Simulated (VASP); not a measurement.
# AlN (P6_3/mmc) in VASP: a series of runs

Runs on AlN. Level: PBEsol. Tasks: single point.

Everything below comes from runs of VASP 6.6.1. Logs are shortened: lines on timing, memory, paths and dates and some standing lists are left out, and cuts for length are marked.

## Step 1: Starting point

The structure is hexagonal, space group P6_3/mmc (No. 194). Conventional cell: a = 3.312 Å, b = 3.312 Å, c = 4.188 Å, α = 90.00°, β = 90.00°, γ = 120.00°. Al (site symmetry -6m2) has 5 N at 1.91 to 2.09 Å as nearest neighbours. N (site symmetry -6m2) is surrounded by 5 Al at 1.91 to 2.09 Å.

Measurements of this composition are mostly on another form, of space group No. 186.

## Step 2: Single point, PBEsol

Contents of INCAR:

```
PREC     = Accurate       # precision mode
ENCUT    = 450            # plane-wave cutoff, eV
EDIFF    = 0.01           # SCF threshold, eV
ISMEAR   = 0              # smearing method
SIGMA    = 0.05           # smearing width, eV
LREAL    = False          # projectors in reciprocal space
LASPH    = True           # aspherical terms in the spheres
NELM     = 100            # most SCF steps
ALGO     = Normal         # electronic algorithm
ISIF     = 2              # what is computed and relaxed
LWAVE    = False          # write WAVECAR
LCHARG   = False          # write CHGCAR
GGA      = PS             # functional
ADDGRID  = False
```

Contents of KPOINTS:

```
regular mesh
0
Gamma
  6 6 4
```

Contents of POSCAR:

```
AlN
1.0
    3.3121157418      0.0000000000      0.0000000000
   -1.6560578709      2.8683763727      0.0000000000
    0.0000000000      0.0000000000      4.1875630000
Al N
2 2
Direct
    0.6666666667      0.3333333333      0.2500000000
    0.3333333333      0.6666666667      0.7500000000
    0.6666666667      0.3333333333      0.7500000000
    0.3333333333      0.6666666667      0.2500000000
```

Potentials or basis: VASP PAW PBE potentials, release 64 (Al, N).

On the command line:

```bash
$ cat potpaw_PBE.64/Al/POTCAR potpaw_PBE.64/N/POTCAR > POTCAR
$ mpirun -np 1 vasp_std > vasp.out
```

OUTCAR:

```text
PREC = Accurate
   ENCUT = 450
   EDIFF = 0.01
   ISMEAR = 0
   LREAL = False
   LASPH = True
   NELM = 100
   ISIF = 2
   GGA = PS

 Found     21 irreducible k-points:

 Following reciprocal coordinates:
            Coordinates               Weight
  0.000000  0.000000  0.000000      1.000000
  0.166667  0.000000  0.000000      6.000000
  0.333333 -0.000000  0.000000      6.000000
  0.500000  0.000000  0.000000      3.000000
  0.166667  0.166667  0.000000      6.000000
  0.333333  0.166667  0.000000     12.000000
   k-points           NKPTS =     21   k-points in BZ     NKDIM =     21   number of bands    NBANDS=     12
   number of dos      NEDOS =    301   number of ions     NIONS =      4
   total plane-waves  NPLWV =  17280
   dimension x,y,z NGX =    24 NGY =   24 NGZ =   30
   dimension x,y,z NGXF=    48 NGYF=   48 NGZF=   60
   ions per type =               2   2
   NGX,Y,Z   is equivalent  to a cutoff of  12.05, 12.05, 11.91 a.u.
   NGXF,Y,Z  is equivalent  to a cutoff of  24.09, 24.09, 23.82 a.u.
 SYSTEM =  unknown system
   PREC   = accura    normal or accurate (medium, high low for compatibility)
   ISTART =      0    job   : 0-new  1-cont  2-samecut
   ICHARG =      2    charge: 1-file 2-atom 10-const
   ISPIN  =      1    spin polarized calculation?
   LNONCOLLINEAR =      F non collinear calculations
   LSORBIT =      F    spin-orbit coupling
   LASPH  =      T    aspherical Exc in radial PAW
   ENCUT  =  450.0 eV  33.07 Ry    5.75 a.u.   5.73  5.73  7.24*2*pi/ulx,y,z
   NELM   =    100;   NELMIN=  2; NELMDL= -5     # of ELM steps
   EDIFF  = 0.1E-01   stopping-criterion for ELM
   LREAL  =      F    real-space projection
   EDIFFG = 0.1E+00   stopping-criterion for IOM
   NSW    =      0    number of steps for IOM
   IBRION =     -1    ionic relax: 0-MD 1-quasi-New 2-CG
   NFREE  =      0    steps in history (QN), initial steepest desc. (CG)
   ISIF   =      2    stress and relaxation
   ISYM   =      2    0-nonsym 1-usesym 2-fastsym
   POTIM  = 0.5000    time-step for ionic-motion
   TEBEG  =    0.0;   TEEND  =   0.0 temperature during run
   PSTRESS=    0.0 pullay stress
   NELECT =      16.0000    total number of electrons
   NUPDOWN=      -1.0000    fix difference up-down
   EMIN   =  10.00;   EMAX   =-10.00  energy-range for DOS
   EFERMI =   0.00;   METHOD = LEGACY
   ISMEAR =     0;   SIGMA  =   0.05  broadening in eV -4-tet -1-fermi 0-gaus
   EFERMI_NEDOS =   21; number of points for ismear=-14 and -15
   IALGO  =     38    algorithm
   IMIX   =      4    mixing-type and parameters
     AMIX     =   0.40;   BMIX     =  1.00
     AMIX_MAG =   1.60;   BMIX_MAG =  1.00
  volume/ion in A,a.u.               =       9.95        67.12
  Fermi-wavevector in a.u.,A,eV,Ry     =   1.208409  2.283561 19.867927  1.460251
  Thomas-Fermi vector in A             =   2.344017
   LORBIT       =      0    0 simple, 1 ext, 2 COOP (PROOUT), +10 PAW based schemes
   GGA     = PS    functional components
   LHFCALC =     F    Hartree Fock is set to
   AEXX    =    0.0000 exact exchange contribution
   IVDW    =     0    specifies the selected vdW correction
   LEPSILON=     F    determine dielectric tensor
   LRPA    =     F    only Hartree local field effects (RPA)
 non-spin polarized calculation
 Gauss-broadening in eV      SIGMA  =   0.05
  energy-cutoff  :      450.00
  volume of cell :       39.78
 maximum number of plane-waves:       870
 NGX is ok and might be reduce to    24
   NGX = 11   NGY = 11   NGZ = 15

 number of electron      15.9999997 magnetization

 Free energy of the ion-electron system (eV)
  ---------------------------------------------------
  ext. energy  EPLUGINS =         0.00000000
  ---------------------------------------------------
  free energy    TOTEN  =       -30.94241367 eV

  energy without entropy =      -30.94241367  energy(sigma->0) =      -30.94241367

 E-fermi :   8.0582     XC(G=0): -11.3588

 val. band max:        7.8523180527   @ k =   0.0000   0.0000   0.0000
 cond. band min:      11.0355874297   @ k =   0.0000   0.0000   0.0000
 fundamental gap:      3.1832693769
 Fermi energy:         8.0581752782

 k-point     1 :       0.0000    0.0000    0.0000
  band No.  band energies     occupation
      1      -8.9140      2.00000
      2      -5.2428      2.00000
      3       0.9303      2.00000
      4       4.5686      2.00000
      5       4.5686      2.00000
      6       6.2359      2.00000
      7       6.2359      2.00000
      8       7.8523      2.00000
      9      11.0356      0.00000
     10      12.1954      0.00000
     11      15.9915      0.00000
     12      15.9915      0.00000

 k-point     2 :       0.1667    0.0000    0.0000
  band No.  band energies     occupation
      1      -8.6002      2.00000
      2      -5.2442      2.00000
      3       1.2701      2.00000
      4       3.5392      2.00000
      5       4.1692      2.00000
      6       5.2860      2.00000
      7       6.3602      2.00000
      8       7.3252      2.00000
      9      12.1884      0.00000
     10      13.1915      0.00000
     11      15.1841      0.00000
     12      16.8352      0.00000
[... 31 lines left out ...]
 k-point     5 :       0.1667    0.1667    0.0000
  band No.  band energies     occupation
      1      -8.0194      2.00000
      2      -5.3471      2.00000
      3       1.9171      2.00000
      4       2.7381      2.00000
      5       2.9145      2.00000
      6       4.8378      2.00000
      7       6.1046      2.00000
      8       6.4235      2.00000
      9      13.0479      0.00000
     10      14.4696      0.00000
     11      14.9636      0.00000
     12      15.4170      0.00000

 k-point     6 :       0.3333    0.1667    0.0000
  band No.  band energies     occupation
      1      -7.1071      2.00000
      2      -5.7790      2.00000
      3       1.4626      2.00000
      4       2.9298      2.00000
      5       3.0084      2.00000
      6       3.8825      2.00000
      7       5.1107      2.00000
      8       5.8637      2.00000
      9      12.8101      0.00000
     10      13.8267      0.00000
     11      15.6946      0.00000
     12      16.3045      0.00000

 [... further k-points ...]

------------------------ aborting loop because EDIFF is reached ----------------------------------------

  FORCE on cell =-STRESS in cart. coord.  units (eV):
  Direction    XX          YY          ZZ          XY          YZ          ZX
  --------------------------------------------------------------------------------------
  -------------------------------------------------------------------------------------
  Total       -0.8307788     -0.8307788     -1.0630716      0.0000000     -0.0000000      0.0000000
  in kB      -33.4574638    -33.4574638    -42.8124516      0.0000000     -0.0000000      0.0000000
  external PRESSURE =     -36.5757930 kB  Pullay stress =       0.0000000 kB

 VOLUME and BASIS-vectors are now :
 -----------------------------------------------------------------------------
  energy-cutoff  :      450.00
  volume of cell :       39.78
      direct lattice vectors                 reciprocal lattice vectors
     3.312115742  0.000000000  0.000000000     0.301921816  0.174314642  0.000000000
    -1.656057871  2.868376373  0.000000000     0.000000000  0.348629284  0.000000000
     0.000000000  0.000000000  4.187563000     0.000000000  0.000000000  0.238802377

 POSITION                                       TOTAL-FORCE (eV/Angst)
 -----------------------------------------------------------------------------------
      1.65606      0.95613      1.04689        -0.000000      0.000000      0.000000
     -0.00000      1.91225      3.14067         0.000000      0.000000      0.000000
      1.65606      0.95613      3.14067         0.000000      0.000000      0.000000
     -0.00000      1.91225      1.04689         0.000000     -0.000000      0.000000
 -----------------------------------------------------------------------------------
    total drift:                               -0.000000     -0.000000     -0.000000

  FREE ENERGIE OF THE ION-ELECTRON SYSTEM (eV)
  ---------------------------------------------------
  free  energy   TOTEN  =       -30.9424136723 eV

  energy  without entropy=      -30.9424136723  energy(sigma->0) =      -30.94241367
```

OSZICAR:

```text
N       E                     dE             d eps       ncg     rms          rms(c)
DAV:   1     0.468224419060E+02    0.46822E+02   -0.71524E+03   504   0.107E+03
DAV:   2    -0.313727237912E+02   -0.78195E+02   -0.72414E+02   744   0.204E+02
DAV:   3    -0.351026217151E+02   -0.37299E+01   -0.37132E+01   660   0.500E+01
DAV:   4    -0.351327724051E+02   -0.30151E-01   -0.30145E-01   604   0.518E+00
DAV:   5    -0.351331501444E+02   -0.37774E-03   -0.37769E-03   468   0.638E-01    0.112E+01
DAV:   6    -0.310308295696E+02    0.41023E+01   -0.14087E+01   600   0.276E+01    0.409E+00
DAV:   7    -0.309809119342E+02    0.49918E-01   -0.54058E-01   556   0.561E+00    0.277E+00
DAV:   8    -0.309463253692E+02    0.34587E-01   -0.75654E-02   544   0.264E+00    0.505E-01
DAV:   9    -0.309424136723E+02    0.39117E-02   -0.13480E-02   276   0.913E-01
   1 F= -.30942414E+02 E0= -.30942414E+02  d E =-.851843E-11
```

stdout:

```text
POSCAR found type information on POSCAR AlN
 POSCAR found :  2 types and       4 ions
 scaLAPACK will be used
 -----------------------------------------------------------------------------
|                                                                             |
|                                                                             |
|     You enforced a specific xc type in the INCAR file but a different       |
|     I HOPE YOU KNOW WHAT YOU ARE DOING!                                     |
|                                                                             |
 -----------------------------------------------------------------------------

 LDA part: xc-table for (Slater+PW92), standard interpolation
 POSCAR, INCAR and KPOINTS ok, starting setup
 FFT: planning ... GRIDC
 FFT: planning ... GRID_SOFT
 FFT: planning ... GRID
 WAVECAR not read
 entering main loop
```

Run time: 3 s. Hardware: 1 thread of Intel Xeon 6975P-C (Granite Rapids), shared host; peak memory 0.13 GiB.

The run converged, but some of its settings lie outside the range that counts as converged, so its numbers aren't taken as properties of the crystal.

What came out:

```yaml
Free_energy: -30.9424 eV
Band_gap_on_the_k_mesh: 3.18 eV, direct
```

Caveat: the cutoff is under 1.25 times the usual one of these potentials, so pressure, stress and relaxed cells hold a basis-set (Pulay) error; the PAW data sets were made with another functional, which shifts forces and pressure a little.

## Step 3: Single point, PBEsol

INCAR is that of step 2.

KPOINTS is that of step 2.

Contents of POSCAR:

```
AlN
1.0
    3.3121157418      0.0000000000      0.0000000000
   -1.6560578709      2.8683763727      0.0000000000
    0.0000000000      0.0000000000      4.1875630000
Al N
2 2
Direct
    0.6237580000      0.3299140000      0.2556100000
    0.3117670000      0.6288490000      0.7350250000
    0.6903480000      0.3199170000      0.7468030000
    0.3351220000      0.6696830000      0.2481240000
```

Potentials or basis: VASP PAW PBE potentials, release 64 (Al, N).

On the command line:

```bash
$ cat potpaw_PBE.64/Al/POTCAR potpaw_PBE.64/N/POTCAR > POTCAR
$ mpirun -np 1 vasp_std > vasp.out
```

Wall time 6.4 s (1 thread of Intel Xeon 6975P-C (Granite Rapids), shared host); peak memory 0.15 GiB.

These settings aren't checked as converged: the numbers below hold their error.

What came out:

```
Free energy            : -30.5505 eV
Largest force          : 2.824 eV/Å
Band gap on the k mesh : 3.09 eV, direct
```

Caveat: the cutoff is under 1.25 times the usual one of these potentials, so pressure, stress and relaxed cells hold a basis-set (Pulay) error; the PAW data sets were made with another functional, which shifts forces and pressure a little.

## Step 4: Single point, PBEsol

INCAR: that of step 3 with these lines changed.

```diff
@@ -2,3 +2,3 @@
 ENCUT    = 450            # plane-wave cutoff, eV
-EDIFF    = 0.01           # SCF threshold, eV
+EDIFF    = 0.001          # SCF threshold, eV
 ISMEAR   = 0              # smearing method
```

KPOINTS is that of step 3.

Contents of POSCAR:

```
AlN
1.0
    3.3121157418      0.0000000000      0.0000000000
   -1.6560578709      2.8683763727      0.0000000000
    0.0000000000      0.0000000000      4.1875630000
Al N
2 2
Direct
    0.6666666667      0.3333333333      0.2500000000
    0.3333333333      0.6666666667      0.7500000000
    0.6666666667      0.3333333333      0.7500000000
    0.3333333333      0.6666666667      0.2500000000
```

On the command line:

```bash
$ cat potpaw_PBE.64/Al/POTCAR potpaw_PBE.64/N/POTCAR > POTCAR
$ mpirun -np 1 vasp_std > vasp.out
```

Wall time 3 s (1 thread of Intel Xeon 6975P-C (Granite Rapids), shared host); peak memory 0.14 GiB.

The run converged, but some of its settings lie outside the range that counts as converged, so its numbers aren't taken as properties of the crystal.

Results:

```yaml
Free_energy: -30.9428 eV
Band_gap_on_the_k_mesh: 3.18 eV, direct
```

Caveat: the cutoff is under 1.25 times the usual one of these potentials, so pressure, stress and relaxed cells hold a basis-set (Pulay) error; the PAW data sets were made with another functional, which shifts forces and pressure a little.

## Step 5: Single point, PBEsol

INCAR is that of step 4.

KPOINTS is that of step 4.

Contents of POSCAR:

```
AlN
1.0
    3.3121157418      0.0000000000      0.0000000000
   -1.6560578709      2.8683763727      0.0000000000
    0.0000000000      0.0000000000      4.1875630000
Al N
2 2
Direct
    0.6237580000      0.3299140000      0.2556100000
    0.3117670000      0.6288490000      0.7350250000
    0.6903480000      0.3199170000      0.7468030000
    0.3351220000      0.6696830000      0.2481240000
```

On the command line:

```bash
$ cat potpaw_PBE.64/Al/POTCAR potpaw_PBE.64/N/POTCAR > POTCAR
$ mpirun -np 1 vasp_std > vasp.out
```

Run time: 7 s. Hardware: 1 thread of Intel Xeon 6975P-C (Granite Rapids), shared host; peak memory 0.15 GiB.

These settings aren't checked as converged: the numbers below hold their error.

What came out:

| Quantity | Value |
| --- | --- |
| Free energy | -30.5509 eV |
| Largest force | 2.820 eV/Å |
| Band gap on the k mesh | 3.09 eV, direct |

Caveat: the cutoff is under 1.25 times the usual one of these potentials, so pressure, stress and relaxed cells hold a basis-set (Pulay) error; the PAW data sets were made with another functional, which shifts forces and pressure a little.
